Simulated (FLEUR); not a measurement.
# Ge (Fd-3m) in FLEUR: further runs

The runs below take Ge through band structure, equation of state, with PBEsol.

Program: FLEUR MaX-R8.1 (later development tree). These are calculated values, not measurements. Logs are shortened: lines on timing, memory, paths and dates and some standing lists are left out, and cuts for length are marked.

**Measured values to compare with.**

“Electronic and optical properties of SixGe1-x-ySny alloys lattice-matched to Ge”, 2021, arxiv:2109.02782 reports, for a bulk crystal of Ge at 293 K: band gap 0.666 eV (indirect).

From “Sub-monolayer structures of Ag overlayers on Ge(111): experimental observations and first-principles study”, 2019, arxiv:1908.00180, for a bulk crystal of Ge: bulk modulus 75.8 GPa.

How close the calculation comes is told below.

## (1) The structure

Symmetry: Fd-3m, No. 227, cubic system. The conventional cell has a = 5.658 Å, b = 5.658 Å, c = 5.658 Å, α = 90.00°, β = 90.00°, γ = 90.00°. Around Ge (site symmetry -43m) lie 4 Ge at 2.45 Å.

## (2) Band structure, PBEsol

inp.xml

```xml
<?xml version="1.0" encoding="UTF-8" standalone="no"?>
<fleurInput fleurInputVersion="0.39">
   <comment>
      Ge                                                                                                  
   </comment>
   <calculationSetup>
      <cutoffs Kmax="4.58" Gmax="14.2" GmaxXC="14.2" numbands="0"/>
      <scfLoop itmax="60" minDistance="0.00001" maxIterBroyd="15" imix="Anderson" alpha="0.05" precondParam="0.0" spinf="2.0" sdNocoIR="T"/>
      <coreElectrons ctail="T" frcor="F" kcrel="0" coretail_lmax="0"/>
      <xcFunctional name="PBEs" relativisticCorrections="F"/>
      <magnetism jspins="1"/>
      <soc l_soc="F" theta="0.0" phi="0.0" spav="F"/>
      <expertModes spex="0" secvar="F"/>
      <geometryOptimization l_f="F" forcealpha="1.0" forcemix="BFGS" epsdisp="0.00001" epsforce="0.00001"/>
      <ldaU l_linMix="F" mixParam="0.05" spinf="1.0"/>
   </calculationSetup>
   <cell>
      <bzIntegration valenceElectrons="44.0" mode="hist" fermiSmearingEnergy="0.00183747">
         <kPointListSelection listName="default-1"/>
         <!-- k-points included here -->
         <xi:include xmlns:xi="http://www.w3.org/2001/XInclude" href="kpts.xml"> </xi:include>
      </bzIntegration>
      <!-- symmetry operations included here -->
      <xi:include xmlns:xi="http://www.w3.org/2001/XInclude" href="sym.xml"> </xi:include>
      <bulkLattice scale="1.0">
         <bravaisMatrix>
            <row-1>    0.0000000000000000     5.3458651311421859     5.3458651311421859</row-1>
            <row-2>    5.3458651311421859     0.0000000000000000     5.3458651311421859</row-2>
            <row-3>    5.3458651311421859     5.3458651311421859     0.0000000000000000</row-3>
         </bravaisMatrix>
      </bulkLattice>
   </cell>
   <atomSpecies>
      <species name="Germanium (Ge)" element="Ge" atomicNumber="32">
         <mtSphere radius="2.14" gridPoints="707" logIncrement="0.017"/>
         <atomicCutoffs lmax="9" lnonsphr="7"/>
         <electronConfig flipSpins="F">
            <coreConfig>(1s1/2) (2s1/2) (2p1/2) (2p3/2)</coreConfig>
            <valenceConfig>(3s1/2) (3p1/2) (3p3/2) (4s1/2) (3d3/2) (3d5/2) (4p1/2) (4p3/2)</valenceConfig>
            <stateOccupation state="(4p1/2)" spinUp="0.333333" spinDown="0.333333"/>
            <stateOccupation state="(4p3/2)" spinUp="0.666667" spinDown="0.666667"/>
         </electronConfig>
         <energyParameters s="4" p="4" d="3" f="4"/>
         <lo type="SCLO" l="0" n="3" eDeriv="0"/>
         <lo type="SCLO" l="1" n="3" eDeriv="0"/>
         <lo type="SCLO" l="1" n="3" eDeriv="1"/>
         <lo type="HELO" l="2" n="4" eDeriv="0"/>
         <lo type="HELO" l="2" n="4" eDeriv="1"/>
         <lo type="SCLO" l="3" n="4" eDeriv="2"/>
      </species>
   </atomSpecies>
   <atomGroups>
      <atomGroup species="Germanium (Ge)">
         <relPos label="                   1">-3.000/8.000 -3.000/8.000 -3.000/8.000</relPos>
         <relPos label="                   2">3.000/8.000 3.000/8.000 3.000/8.000</relPos>
         <force calculate="T" relaxXYZ="TTT"/>
      </atomGroup>
   </atomGroups>
   <output dos="F" band="F" slice="F">
      <checks vchk="F" cdinf="F"/>
      <bandDOS minEnergy="-.5*Htr" maxEnergy="0.5*Htr" sigma="0.015" storeEVData="T"/>
      <vacuumDOS vacdos="F" integ="F" star="F" nstars="0" locx1="0.0" locy1="0.0" locx2="0.0" locy2="0.0" nstm="0" tworkf="0.0"/>
      <unfoldingBand unfoldBand="F" supercellX="1" supercellY="1" supercellZ="1"/>
      <plotting iplot="0" polar="F">
         <plot TwoD="T" vec1="  1.0  0.0  0.0" vec2="  0.0  1.0  0.0" vec3="  0.0  0.0  1.0" zero="  0.0  0.0  0.0" file="plot"/>
      </plotting>
      <chargeDensitySlicing numkpt="0" minEigenval="0.0" maxEigenval="0.0" nnne="0" pallst="F"/>
      <specialOutput eonly="F"/>
      <moessbauerParams electricFieldGradient="T" isomerShift="T" coreHyperfine="T" valenceHyperfine="T"/>
      <magneticCircularDichroism mcd="F" energyLo="-10.0" energyUp="0.0"/>
   </output>
  <!-- We include the file relax.xml here to enable relaxations (see documentation) -->
  <xi:include xmlns:xi="http://www.w3.org/2001/XInclude" href="relax.xml"> <xi:fallback/> </xi:include>
</fleurInput>
```

crystal.txt

```
Ge
&input cartesian=F /
0.0000000000  2.8289100000  2.8289100000
2.8289100000  0.0000000000  2.8289100000
2.8289100000  2.8289100000  0.0000000000
1.8897261246
1.0 1.0 1.0

2
32 0.7500000000  0.7500000000  0.7500000000
32 0.5000000000  0.5000000000  0.5000000000

&kpt div1=8 div2=8 div3=8 gamma=T /
```

inp.xml (bands)

```
<?xml version="1.0" encoding="UTF-8" standalone="no"?>
<fleurInput fleurInputVersion="0.39">
   <comment>
      Ge                                                                                                  
   </comment>
   <calculationSetup>
      <cutoffs Kmax="4.58" Gmax="14.2" GmaxXC="14.2" numbands="0"/>
      <scfLoop itmax="60" minDistance="0.00001" maxIterBroyd="15" imix="Anderson" alpha="0.05" precondParam="0.0" spinf="2.0" sdNocoIR="T"/>
      <coreElectrons ctail="T" frcor="F" kcrel="0" coretail_lmax="0"/>
      <xcFunctional name="PBEs" relativisticCorrections="F"/>
      <magnetism jspins="1"/>
      <soc l_soc="F" theta="0.0" phi="0.0" spav="F"/>
      <expertModes spex="0" secvar="F"/>
      <geometryOptimization l_f="F" forcealpha="1.0" forcemix="BFGS" epsdisp="0.00001" epsforce="0.00001"/>
      <ldaU l_linMix="F" mixParam="0.05" spinf="1.0"/>
   </calculationSetup>
   <cell>
      <bzIntegration valenceElectrons="44.0" mode="hist" fermiSmearingEnergy="0.00183747">
         <kPointListSelection listName="path-1"/>
         <!-- k-points included here -->
         <xi:include xmlns:xi="http://www.w3.org/2001/XInclude" href="kpts.xml"> </xi:include>
      </bzIntegration>
      <!-- symmetry operations included here -->
      <xi:include xmlns:xi="http://www.w3.org/2001/XInclude" href="sym.xml"> </xi:include>
      <bulkLattice scale="1.0">
         <bravaisMatrix>
            <row-1>    0.0000000000000000     5.3458651311421859     5.3458651311421859</row-1>
            <row-2>    5.3458651311421859     0.0000000000000000     5.3458651311421859</row-2>
            <row-3>    5.3458651311421859     5.3458651311421859     0.0000000000000000</row-3>
         </bravaisMatrix>
      </bulkLattice>
   </cell>
   <atomSpecies>
      <species name="Germanium (Ge)" element="Ge" atomicNumber="32">
         <mtSphere radius="2.14" gridPoints="707" logIncrement="0.017"/>
         <atomicCutoffs lmax="9" lnonsphr="7"/>
         <electronConfig flipSpins="F">
            <coreConfig>(1s1/2) (2s1/2) (2p1/2) (2p3/2)</coreConfig>
            <valenceConfig>(3s1/2) (3p1/2) (3p3/2) (4s1/2) (3d3/2) (3d5/2) (4p1/2) (4p3/2)</valenceConfig>
            <stateOccupation state="(4p1/2)" spinUp="0.333333" spinDown="0.333333"/>
            <stateOccupation state="(4p3/2)" spinUp="0.666667" spinDown="0.666667"/>
         </electronConfig>
         <energyParameters s="4" p="4" d="3" f="4"/>
         <lo type="SCLO" l="0" n="3" eDeriv="0"/>
         <lo type="SCLO" l="1" n="3" eDeriv="0"/>
         <lo type="SCLO" l="1" n="3" eDeriv="1"/>
         <lo type="HELO" l="2" n="4" eDeriv="0"/>
         <lo type="HELO" l="2" n="4" eDeriv="1"/>
         <lo type="SCLO" l="3" n="4" eDeriv="2"/>
      </species>
   </atomSpecies>
   <atomGroups>
      <atomGroup species="Germanium (Ge)">
         <relPos label="                   1">-3.000/8.000 -3.000/8.000 -3.000/8.000</relPos>
         <relPos label="                   2">3.000/8.000 3.000/8.000 3.000/8.000</relPos>
         <force calculate="T" relaxXYZ="TTT"/>
      </atomGroup>
   </atomGroups>
   <output dos="F" band="T" slice="F">
      <checks vchk="F" cdinf="F"/>
      <bandDOS minEnergy="-.5*Htr" maxEnergy="0.5*Htr" sigma="0.015" storeEVData="T"/>
      <vacuumDOS vacdos="F" integ="F" star="F" nstars="0" locx1="0.0" locy1="0.0" locx2="0.0" locy2="0.0" nstm="0" tworkf="0.0"/>
      <unfoldingBand unfoldBand="F" supercellX="1" supercellY="1" supercellZ="1"/>
      <plotting iplot="0" polar="F">
         <plot TwoD="T" vec1="  1.0  0.0  0.0" vec2="  0.0  1.0  0.0" vec3="  0.0  0.0  1.0" zero="  0.0  0.0  0.0" file="plot"/>
      </plotting>
      <chargeDensitySlicing numkpt="0" minEigenval="0.0" maxEigenval="0.0" nnne="0" pallst="F"/>
      <specialOutput eonly="F"/>
      <moessbauerParams electricFieldGradient="T" isomerShift="T" coreHyperfine="T" valenceHyperfine="T"/>
      <magneticCircularDichroism mcd="F" energyLo="-10.0" energyUp="0.0"/>
   </output>
  <!-- We include the file relax.xml here to enable relaxations (see documentation) -->
  <xi:include xmlns:xi="http://www.w3.org/2001/XInclude" href="relax.xml"> <xi:fallback/> </xi:include>
</fleurInput>
```

Potentials or basis: all-electron, FLAPW.

Command:

```
inpgen -f crystal.txt -profile fastHighL
# inp.xml edited to the form shown
fleur_MPI
fleur_MPI   # second run, on inp.xml (bands)
```

What it wrote:

```text
Welcome to FLEUR        (www.flapw.de)
      MaX-Release 8.1          (www.max-centre.eu)

 ========== k-point set info ==========
 Selected k-point list: default-1
 k-point list type: mesh
 8 x 8 x 8
 Number of k points: 29

 ------------Calculation Setup---------------------------
 Number of MPI-tasks      :            1
 Number of PE/node        :            1
 Number of OMP-threads    :            1
 Most efficient MPI parallelization for:
           1          29
 Additional eigenvalue parallelization possible
 Number of basis functions:          615
 Approximate size of matrices (H+S) per k-point:         0.006 GB
 --------------------------------------------------------
 Iteration:     1   Distance:       6.52347572 me/bohr^3
 Iteration:     2   Distance:       6.10772048 me/bohr^3
 Iteration:     3   Distance:       2.34894935 me/bohr^3
 Iteration:     4   Distance:       0.34300618 me/bohr^3
 Iteration:     5   Distance:       0.35044514 me/bohr^3
 Iteration:     6   Distance:       0.04186592 me/bohr^3
 Iteration:     7   Distance:       0.03200697 me/bohr^3
 Iteration:     8   Distance:       0.00594072 me/bohr^3
 Iteration:     9   Distance:       0.00106806 me/bohr^3
 Iteration:    10   Distance:       0.00044853 me/bohr^3
 Iteration:    11   Distance:       0.00004372 me/bohr^3
 Iteration:    12   Distance:       0.00001644 me/bohr^3
 Iteration:    13   Distance:       0.00000186 me/bohr^3

 ********************************************************************
 Run finished successfully
 Stop message:
   all done
 ********************************************************************
```

output (bands):

```text
Welcome to FLEUR        (www.flapw.de)
      MaX-Release 8.1          (www.max-centre.eu)

 ========== k-point set info ==========
 Selected k-point list: path-1
 k-point list type: path
 Number of k points: 60

 ------------Calculation Setup---------------------------
 Number of MPI-tasks      :            1
 Number of PE/node        :            1
 Number of OMP-threads    :            1
 Most efficient MPI parallelization for:
           1           2           3           4           5           6          10          12          15          20          30          60
 Additional eigenvalue parallelization possible
 Number of basis functions:          615
 Approximate size of matrices (H+S) per k-point:         0.006 GB
 --------------------------------------------------------
 Fermi energy correction for metals:
 Fermi energy in bands.* files may not be consistent with last density.
 Please correct it manually (e.g. in band.gnu file).

 Note: Band structure data (together with different weights) is also stored in the banddos.hdf file.
       A convenient way of extracting and plotting the data from that file is by making use of the

 ********************************************************************
 Run finished successfully
 Stop message:
   Charge density postprocessing done.
 ********************************************************************
```

out.xml (last iteration):

```text
<iteration numberForCurrentRun="   13" overallNumber="   13">
         <energyParameters units="Htr">
            <atomicEP atomType="1" spin="1" branch="4s" branchLowest="-5.78" branchHighest="1.04" value="-0.1622998470"/>
            <atomicEP atomType="1" spin="1" branch="4p" branchLowest="-3.84" branchHighest="1.75" value="0.0479752369"/>
            <atomicEP atomType="1" spin="1" branch="3d" branchLowest="-9.99" branchHighest="-0.65" value="-0.6741083435"/>
            <atomicEP atomType="1" spin="1" branch="4f" branchLowest="-9.99" branchHighest="3.68" value="0.4048016877"/>
            <loAtomicEP atomType="1" spin="1" branch="3s" branchLowest="-49.96" branchHighest="-5.78" value="-5.7800289891"/>
            <loAtomicEP atomType="1" spin="1" branch="3p" branchLowest="-43.61" branchHighest="-3.84" value="-3.8456619942"/>
            <loAtomicEP atomType="1" spin="1" branch="3p" branchLowest="-43.61" branchHighest="-3.84" value="-3.8456619942"/>
            <heloAtomicEP atomType="1" spin="1" branch="4d" branchLowest="2.16" branchHighest="2.16" value="2.1589178902"/>
            <heloAtomicEP atomType="1" spin="1" branch="4d" branchLowest="2.16" branchHighest="2.16" value="2.1589178902"/>
            <loAtomicEP atomType="1" spin="1" branch="4f" branchLowest="-9.99" branchHighest="3.68" value="0.4048057238"/>
         </energyParameters>
         <eigenvalues>
            <eigenvaluesAt spin="1" ikpt="1" k_x="0.00000000" k_y="0.00000000" k_z="0.00000000">
                      -5.7800708008       -5.7799831986       -3.8437226365       -3.8437226365       -3.8437226365
                      -3.8434006294       -3.8434006294       -3.8434006294       -0.6870092334       -0.6870092334
                      -0.6870092334       -0.6856826067       -0.6856826067       -0.6779009508       -0.6779009508
                      -0.6779009508       -0.6774292506       -0.6774292506       -0.2449351452        0.2250740308
                       0.2252346513        0.2252346513        0.2252346513        0.3181101624        0.3181101624
                       0.3181101624        0.4543623950        0.5716307448        0.5716307448        0.6173707682
                       0.6173707682        0.6173707682        0.7247208437        1.1464791397
            </eigenvaluesAt>
            <eigenvaluesAt spin="1" ikpt="2" k_x="0.00000000" k_y="0.00000000" k_z="0.12500000">
                      -5.7800682631       -5.7799856435       -3.8437253350       -3.8437253350       -3.8437166438
[... 38 lines left out ...]
            <state n="2" l="0" j="0.5" energy="-49.9569222265" weight="1.0000000000"/>
            <state n="2" l="1" j="0.5" energy="-44.4051388978" weight="1.0000000000"/>
            <state n="2" l="1" j="1.5" energy="-43.2352557631" weight="2.0000000000"/>
         </coreStates>
         <allElectronCharges>
            <spinDependentCharge spin="1" total="64.0000000" interstitial="4.1210396" mtSpheres="59.8789604"/>
            <totalCharge value="64.0000000008"/>
         </allElectronCharges>
         <moessbauerParams unitsHFF="kG" unitsIS="e/bohr^3" unitsEFG="Htr/bohr^2">
            <coreIsomerShift atomType="1" isTotal="31396.12699">
               <shell n="1" l="0" isomerShift="28504.50581"/>
               <shell n="2" l="0" isomerShift="2866.43813"/>
               <shell n="2" l="1" isomerShift="25.18304"/>
            </coreIsomerShift>
            <isomerShift atomType="1" nucleusRadius="0.0000986" averageDensity="31864.19217"/>
            <electricFieldGradient atomType="1" VXX="0.00000" VYY="0.00000" VZZ="0.00000" asymParam="0.00000">
            </electricFieldGradient>
         </moessbauerParams>
         <totalEnergy                                    value="    -4195.1205625852" units="Htr">
            <sumOfEigenvalues                            value="    -2413.9667206189">
               <coreElectrons value="-2331.2211369016"/>
               <valenceElectrons value="-82.7455837173"/>
            </sumOfEigenvalues>
            <densityCoulombPotentialIntegral value="-6491.2496211460"/>
            <densityEffectivePotentialIntegral value="-6696.4132347839"/>
            <chargeDenXCDenIntegral value="-156.4090639953"/>
            <FockExchangeEnergyValence value="0.0000000000"/>
            <FockExchangeEnergyCore value="0.0000000000"/>
            <atomTypeDependentContributions atomType="1">
               <electronNucleiInteractionDifferentMTs value="5042.2042831306"/>
               <MadelungTerm value="-33.3289190514"/>
            </atomTypeDependentContributions>
            <tkbTimesEntropy value="0.0000337149"/>
            <freeEnergy value="-4195.1205963002"/>
            <extrapolationTo0K value="-4195.1205794427"/>
         </totalEnergy>
         <densityConvergence units="me/bohr^3">
            <chargeDensity spin="1" distance="0.0000018568"/>
         </densityConvergence>
      </iteration>
```

It took 77 s on 1 thread of AMD EPYC, shared host; peak memory 0.06 GiB.

Results:

```
Free energy                                           : -114155.0469 eV
Band gap along the path                               : none (metal or under the smearing width)
Valence electrons inside the program's atomic spheres : Ge 19.94 (radii Ge 2.14 bohr)
```

Levels at the corners of the path, in eV from the Fermi level:
| point | band 19 | band 20 | band 21 | band 22 | band 23 | band 24 | band 25 | band 26 |
| --- | --- | --- | --- | --- | --- | --- | --- | --- |
| Γ | -12.82 | -0.03 | -0.02 | -0.02 | -0.02 | 2.50 | 2.50 | 2.50 |
| X | -8.92 | -8.92 | -3.11 | -3.11 | 0.64 | 0.64 | 9.46 | 9.46 |
| W | -8.82 | -8.82 | -3.96 | -3.96 | 4.27 | 4.27 | 4.61 | 4.61 |
| K | -9.39 | -8.33 | -4.39 | -2.67 | 1.05 | 4.00 | 7.14 | 7.33 |
| Γ | -12.82 | -0.03 | -0.02 | -0.02 | -0.02 | 2.50 | 2.50 | 2.50 |
| L | -10.72 | -7.65 | -1.43 | -1.43 | 0.10 | 3.68 | 3.68 | 6.94 |
| U | -9.39 | -8.33 | -4.39 | -2.67 | 1.05 | 4.00 | 7.14 | 7.33 |
| W | -8.82 | -8.82 | -3.96 | -3.96 | 4.27 | 4.27 | 4.61 | 4.61 |
| L | -10.72 | -7.65 | -1.43 | -1.43 | 0.10 | 3.68 | 3.68 | 6.94 |
| K | -9.39 | -8.33 | -4.39 | -2.67 | 1.05 | 4.00 | 7.14 | 7.33 |
| U | -9.39 | -8.33 | -4.39 | -2.67 | 1.05 | 4.00 | 7.14 | 7.33 |
| X | -8.92 | -8.92 | -3.11 | -3.11 | 0.64 | 0.64 | 9.46 | 9.46 |

Core levels (eV from the Fermi level):
```tsv
atom	levels
1 Ge	1s1/2 -10944.4, 2s1/2 -1365.5, 2p1/2 -1214.5, 2p3/2 -1182.6
2 Ge	1s1/2 -10944.4, 2s1/2 -1365.5, 2p1/2 -1214.5, 2p3/2 -1182.6
```

Caveat: this crystal is a semiconductor, whose small gap the functional closes, so the metal is an error of the method.

## (3) Equation of state, PBEsol, 21.28 Å³/atom (volume scaled by 0.94)

Edit inp.xml of step 2 so:

```diff
@@ -6,3 +6,3 @@
    <calculationSetup>
-      <cutoffs Kmax="4.58" Gmax="14.2" GmaxXC="14.2" numbands="0"/>
+      <cutoffs Kmax="4.71" Gmax="14.6" GmaxXC="14.6" numbands="0"/>
       <scfLoop itmax="60" minDistance="0.00001" maxIterBroyd="15" imix="Anderson" alpha="0.05" precondParam="0.0" spinf="2.0" sdNocoIR="T"/>
@@ -24,3 +24,3 @@
       <xi:include xmlns:xi="http://www.w3.org/2001/XInclude" href="sym.xml"> </xi:include>
-      <bulkLattice scale="1.0">
+      <bulkLattice scale="0.9795861087">
          <bravaisMatrix>
@@ -34,3 +34,3 @@
       <species name="Germanium (Ge)" element="Ge" atomicNumber="32">
-         <mtSphere radius="2.14" gridPoints="707" logIncrement="0.017"/>
+         <mtSphere radius="2.08" gridPoints="707" logIncrement="0.017"/>
          <atomicCutoffs lmax="9" lnonsphr="7"/>
```

Potentials or basis: all-electron, FLAPW.

Command:

```
inpgen -f crystal.txt -profile fastHighL
# inp.xml edited to the form shown
fleur_MPI
```

Wall time 66 s (1 thread of AMD EPYC, shared host); peak memory 0.08 GiB.

The run converged. Its results:

| Quantity | Value |
| --- | --- |
| Free energy | -114154.9946 eV |
| Band gap on the k mesh | 0.32 eV, indirect (least direct gap 0.57 eV) |
| Valence electrons inside the program's atomic spheres | Ge 19.82 (radii Ge 2.08 bohr) |

## (4) Equation of state, PBEsol, 21.73 Å³/atom (volume scaled by 0.96)

Edit inp.xml of step 3 so:

```diff
@@ -24,3 +24,3 @@
       <xi:include xmlns:xi="http://www.w3.org/2001/XInclude" href="sym.xml"> </xi:include>
-      <bulkLattice scale="0.9795861087">
+      <bulkLattice scale="0.9864848297">
          <bravaisMatrix>
```

Command:

```
inpgen -f crystal.txt -profile fastHighL
# inp.xml edited to the form shown
fleur_MPI
```

Run time: 69 s. Hardware: 1 thread of AMD EPYC, shared host; peak memory 0.08 GiB.

Results (log left out):

```yaml
Free_energy: -114155.0209 eV
Band_gap_on_the_k_mesh: 0.25 eV, indirect (least direct gap 0.37 eV)
Valence_electrons_inside_the_program's_atomic_spheres: Ge 19.81 (radii Ge 2.08 bohr)
```

[end of part 1 of 2]
